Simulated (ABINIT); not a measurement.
# InP (F-43m) in ABINIT: settings compared

The runs below take InP through equation of state, band structure, with LDA-Teter, LDA, WC.

Everything below comes from runs of ABINIT 10.8.3 (patched build). Logs are shortened: lines on timing, memory, paths and dates and some standing lists are left out, and cuts for length are marked. The log counts tension as positive stress, the text compression.

**What was measured.**

A printed reference work, data compilation reports, for a bulk crystal of InP: bulk modulus 71 GPa; band gap 1.4236 eV (direct) at 1.6 K.

The results are compared with them further down.

**1. The structure**

It takes space group F-43m (No. 216, cubic). The conventional cell has a = 5.861 Å, b = 5.861 Å, c = 5.861 Å, α = 90.00°, β = 90.00°, γ = 90.00°. Around In (site symmetry -43m) lie 4 P at 2.54 Å. P (site symmetry -43m) is surrounded by 4 In at 2.54 Å.

**2. Equation of state, LDA-Teter**

run.abi reads:

```
# Datasets: one volume each
ndtset 7
getwfk -1
scalecart1 3*0.9795861087
scalecart2 3*0.9864848297
scalecart3 3*0.9932883884
scalecart4 3*1.0000000000
scalecart5 3*1.0066227096
scalecart6 3*1.0131594038
scalecart7 3*1.0196128224

# Pseudopotentials
pp_dirpath "./"
pseudos "In.LDA_PW-JTH_sp.xml, P.LDA_PW-JTH.xml"

# Structure
acell 3*1.0 Angstrom
rprim
     0.0000000000     2.9305000000     2.9305000000
     2.9305000000     0.0000000000     2.9305000000
     2.9305000000     2.9305000000     0.0000000000
ntypat 2
znucl 49 15
natom 2
typat 1 2
xred
     0.0000000000     0.0000000000     0.0000000000
     0.7500000000     0.7500000000     0.7500000000

# Plane-wave basis
ecut 544.227725 eV
pawecutdg 40.0

# k points
kptopt 1
ngkpt 8 8 8
nshiftk 1
shiftk 0.0 0.0 0.0

# Exchange and correlation
ixc 1

# Bands and occupations
nband 8
occopt 3
tsmear 0.05 eV

# SCF cycle
nstep 100
tolvrs 1.0e-9

# Output
iomode 3
prtwf 1
prtden 0
prteig 0
prtebands 0
enunit 2
```

Potentials or basis: JTH PAW LDA v2.0 sp.

Command:

```
$ abinit run.abi > log 2>&1
```

run.abo:

```text
.Version 10.8.3 of ABINIT
 DATASET    1 : space group F-4 3 m (#216); Bravais cF (face-center cubic)
================================================================================
 Values of the parameters that define the memory need for DATASET  1.
     intxc =       0    ionmov =       0      iscf =      17    lmnmax =      13
     lnmax =       5     mgfft =      32  mpssoang =       3    mqgrid =    3001
     natom =       2  nloc_mem =       2    nspden =       1   nspinor =       1
    nsppol =       1      nsym =      24    n1xccc =       1    ntypat =       2
    occopt =       3   xclevel =       1
       mpw =        1384          nfft =       32768          nkpt =          29
 PAW method is used; the additional fine FFT grid is defined by:
   mgfftf=        45    nfftf =     91125
================================================================================
================================================================================
[... 71 lines left out ...]
 DATASET    7 : space group F-4 3 m (#216); Bravais cF (face-center cubic)
================================================================================
 Values of the parameters that define the memory need for DATASET  7.
     intxc =       0    ionmov =       0      iscf =      17    lmnmax =      13
     lnmax =       5     mgfft =      36  mpssoang =       3    mqgrid =    3001
     natom =       2  nloc_mem =       2    nspden =       1   nspinor =       1
    nsppol =       1      nsym =      24    n1xccc =       1    ntypat =       2
    occopt =       3   xclevel =       1
       mpw =        1556          nfft =       46656          nkpt =          29
 PAW method is used; the additional fine FFT grid is defined by:
   mgfftf=        48    nfftf =    110592
================================================================================
================================================================================

--------------------------------------------------------------------------------
------------- Echo of variables that govern the present computation ------------
--------------------------------------------------------------------------------
 -outvars: echo values of preprocessed input variables --------
            acell      1.8897261259E+00  1.8897261259E+00  1.8897261259E+00 Bohr
              amu      1.14820000E+02  3.09737620E+01
             ecut      2.00000000E+01 Hartree
           enunit           2
           getwfk          -1
           jdtset        1    2    3    4    5    6    7
         kptrlatt        8    0    0      0    8    0      0    0    8
          kptrlen1     6.13745323E+01
          kptrlen2     6.18067616E+01
          kptrlen3     6.22330286E+01
          kptrlen4     6.26535348E+01
          kptrlen5     6.30684709E+01
          kptrlen6     6.34780179E+01
          kptrlen7     6.38823474E+01
            natom           2
            nband           8
           ndtset           7
            ngfft1         32      32      32
            ngfft2         32      32      32
            ngfft3         32      32      32
            ngfft4         32      32      32
            ngfft5         32      32      32
            ngfft6         32      32      32
            ngfft7         36      36      36
          ngfftdg1         45      45      45
          ngfftdg2         45      45      45
          ngfftdg3         48      48      48
          ngfftdg4         48      48      48
          ngfftdg5         48      48      48
          ngfftdg6         48      48      48
          ngfftdg7         48      48      48
             nkpt          29
            nstep         100
             nsym          24
           ntypat           2
           occopt           3
        pawecutdg      4.00000000E+01 Hartree
           prtden           0
        prtebands           0
           prteig           0
            rprim1     0.0000000000E+00  2.8706770915E+00  2.8706770915E+00
                       2.8706770915E+00  0.0000000000E+00  2.8706770915E+00
                       2.8706770915E+00  2.8706770915E+00  0.0000000000E+00
            rprim2     0.0000000000E+00  2.8908937934E+00  2.8908937934E+00
                       2.8908937934E+00  0.0000000000E+00  2.8908937934E+00
[... 13 lines left out ...]
            rprim7     0.0000000000E+00  2.9879753760E+00  2.9879753760E+00
                       2.9879753760E+00  0.0000000000E+00  2.9879753760E+00
                       2.9879753760E+00  2.9879753760E+00  0.0000000000E+00
          spgroup         216
           tolvrs      1.00000000E-09
           tsmear      1.83746611E-03 Hartree
            typat      1  2
           useylm           1
           xangst1     0.0000000000E+00  0.0000000000E+00  0.0000000000E+00
                       4.3060156373E+00  4.3060156373E+00  4.3060156373E+00
           xangst2     0.0000000000E+00  0.0000000000E+00  0.0000000000E+00
                       4.3363406902E+00  4.3363406902E+00  4.3363406902E+00
           xangst3     0.0000000000E+00  0.0000000000E+00  0.0000000000E+00
                       4.3662474333E+00  4.3662474333E+00  4.3662474333E+00
           xangst4     0.0000000000E+00  0.0000000000E+00  0.0000000000E+00
                       4.3957500000E+00  4.3957500000E+00  4.3957500000E+00
           xangst5     0.0000000000E+00  0.0000000000E+00  0.0000000000E+00
                       4.4248617757E+00  4.4248617757E+00  4.4248617757E+00
           xangst6     0.0000000000E+00  0.0000000000E+00  0.0000000000E+00
                       4.4535954493E+00  4.4535954493E+00  4.4535954493E+00
           xangst7     0.0000000000E+00  0.0000000000E+00  0.0000000000E+00
                       4.4819630641E+00  4.4819630641E+00  4.4819630641E+00
            xcart1     0.0000000000E+00  0.0000000000E+00  0.0000000000E+00
                       8.1371902484E+00  8.1371902484E+00  8.1371902484E+00
            xcart2     0.0000000000E+00  0.0000000000E+00  0.0000000000E+00
                       8.1944962930E+00  8.1944962930E+00  8.1944962930E+00
            xcart3     0.0000000000E+00  0.0000000000E+00  0.0000000000E+00
                       8.2510118469E+00  8.2510118469E+00  8.2510118469E+00
            xcart4     0.0000000000E+00  0.0000000000E+00  0.0000000000E+00
                       8.3067636180E+00  8.3067636180E+00  8.3067636180E+00
            xcart5     0.0000000000E+00  0.0000000000E+00  0.0000000000E+00
                       8.3617769011E+00  8.3617769011E+00  8.3617769011E+00
            xcart6     0.0000000000E+00  0.0000000000E+00  0.0000000000E+00
                       8.4160756747E+00  8.4160756747E+00  8.4160756747E+00
            xcart7     0.0000000000E+00  0.0000000000E+00  0.0000000000E+00
                       8.4696826975E+00  8.4696826975E+00  8.4696826975E+00
             xred      0.0000000000E+00  0.0000000000E+00  0.0000000000E+00
                       7.5000000000E-01  7.5000000000E-01  7.5000000000E-01
            znucl       49.00000   15.00000

================================================================================

 chkinp: Checking input parameters for consistency, jdtset=   1.

 chkinp: Checking input parameters for consistency, jdtset=   2.
[... 40 lines left out ...]
 getcut: wavevector=  0.0000  0.0000  0.0000  ngfft=  45  45  45
         ecut(hartree)=     40.000   => boxcut(ratio)=   2.01446

--- Pseudopotential description ------------------------------------------------
- pspini: atom type   1  psp file is ./In.LDA_PW-JTH_sp.xml
 Pseudopotential format is: paw10
 basis_size (lnmax)=  5 (lmn_size= 13), orbitals=   0   0   1   1   2
 Spheres core radius: rc_sph= 2.90115454
 Shapefunction is SIN type: shapef(r)=[sin(pi*r/rshp)/(pi*r/rshp)]**2
 Radius for shape functions =  2.20905649
 Compensation charge density is not taken into account in XC energy/potential

- pspini: atom type   2  psp file is ./P.LDA_PW-JTH.xml
 Pseudopotential format is: paw10
 basis_size (lnmax)=  4 (lmn_size=  8), orbitals=   0   0   1   1
 Spheres core radius: rc_sph= 1.60765221
 Shapefunction is SIN type: shapef(r)=[sin(pi*r/rshp)/(pi*r/rshp)]**2
 Radius for shape functions =  1.60765221
 Compensation charge density is not taken into account in XC energy/potential

   2.15944404E+02                                ecore*ucvol(ha*bohr**3)
--------------------------------------------------------------------------------

[... 1107 lines left out ...]
 getcut: wavevector=  0.0000  0.0000  0.0000  ngfft=  36  36  36
         ecut(hartree)=     20.000   => boxcut(ratio)=   2.23940

 getcut : COMMENT -
  Note that boxcut > 2.2 ; recall that boxcut=Gcut(box)/Gcut(sphere) = 2
  is sufficient for exact treatment of convolution.
  Such a large boxcut is a waste : you could raise ecut
  e.g. ecut=   25.074542 Hartrees makes boxcut=2

 Fine grid specifications (used for densities):

 getcut: wavevector=  0.0000  0.0000  0.0000  ngfft=  48  48  48
         ecut(hartree)=     40.000   => boxcut(ratio)=   2.11133
--------------------------------------------------------------------------------
[... 147 lines left out ...]
-Cartesian components of stress tensor (GPa)         [Pressure= -2.7467E+00 GPa]
- sigma(1 1)=  2.74674400E+00  sigma(3 2)=  0.00000000E+00
- sigma(2 2)=  2.74674400E+00  sigma(3 1)=  0.00000000E+00
- sigma(3 3)=  2.74674400E+00  sigma(2 1)=  0.00000000E+00

== END DATASET(S) ==============================================================
================================================================================

 -outvars: echo values of variables after computation  --------
            acell      1.8897261259E+00  1.8897261259E+00  1.8897261259E+00 Bohr
           etotal1    -8.8507496853E+00
           etotal2    -8.8520842037E+00
           etotal3    -8.8529626452E+00
           etotal4    -8.8534358074E+00
           etotal5    -8.8535478899E+00
           etotal6    -8.8533374234E+00
           etotal7    -8.8528397004E+00
            fcart1    -9.6945122473E-32 -9.6945122473E-32  2.9083536742E-31
                       9.6945122473E-32  9.6945122473E-32 -2.9083536742E-31
            fcart2    -5.7760297425E-31 -5.7760297425E-31  1.7328089227E-30
                       5.7760297425E-31  5.7760297425E-31 -1.7328089227E-30
            fcart3     8.6046999795E-31  8.6046999795E-31 -2.5814099938E-30
                      -8.6046999795E-31 -8.6046999795E-31  2.5814099938E-30
            fcart4    -9.4966095281E-31 -4.7483047641E-31  2.2791862867E-30
                       9.4966095281E-31  4.7483047641E-31 -2.2791862867E-30
            fcart5     7.5473040197E-31  7.5473040197E-31 -2.2641912059E-30
                      -7.5473040197E-31 -7.5473040197E-31  2.2641912059E-30
[... 38 lines left out ...]
                       0.0000000000E+00  0.0000000000E+00  0.0000000000E+00
           xangst1     0.0000000000E+00  0.0000000000E+00  0.0000000000E+00
                       4.3060156373E+00  4.3060156373E+00  4.3060156373E+00
           xangst2     0.0000000000E+00  0.0000000000E+00  0.0000000000E+00
                       4.3363406902E+00  4.3363406902E+00  4.3363406902E+00
           xangst3     0.0000000000E+00  0.0000000000E+00  0.0000000000E+00
                       4.3662474333E+00  4.3662474333E+00  4.3662474333E+00
           xangst4     0.0000000000E+00  0.0000000000E+00  0.0000000000E+00
                       4.3957500000E+00  4.3957500000E+00  4.3957500000E+00
           xangst5     0.0000000000E+00  0.0000000000E+00  0.0000000000E+00
                       4.4248617757E+00  4.4248617757E+00  4.4248617757E+00
           xangst6     0.0000000000E+00  0.0000000000E+00  0.0000000000E+00
                       4.4535954493E+00  4.4535954493E+00  4.4535954493E+00
           xangst7     0.0000000000E+00  0.0000000000E+00  0.0000000000E+00
                       4.4819630641E+00  4.4819630641E+00  4.4819630641E+00
             xred      0.0000000000E+00  0.0000000000E+00  0.0000000000E+00
                       7.5000000000E-01  7.5000000000E-01  7.5000000000E-01
 Calculation completed.
```

Run time: 53 s. Hardware: 1 thread of Arm Neoverse V1, shared host; peak memory 0.14 GiB.

What came out:

```
Equilibrium volume                      : 25.58 Å³/atom
Bulk modulus                            : 72 GPa
Pressure derivative of the bulk modulus : 4.8
```

Energy against volume, from the lowest point:
```
volume (Å³/atom)  energy (meV/atom)
          23.657              38.07
          24.160              19.91
          24.663               7.96
          25.167               1.52
          25.670               0.00
          26.173               2.86
          26.677               9.64
```

Caveat: pressures at fixed basis lie under the slope of the energies; this set keeps more shells in the core, which shifts pressures and gaps.

[end of part 1 of 2]
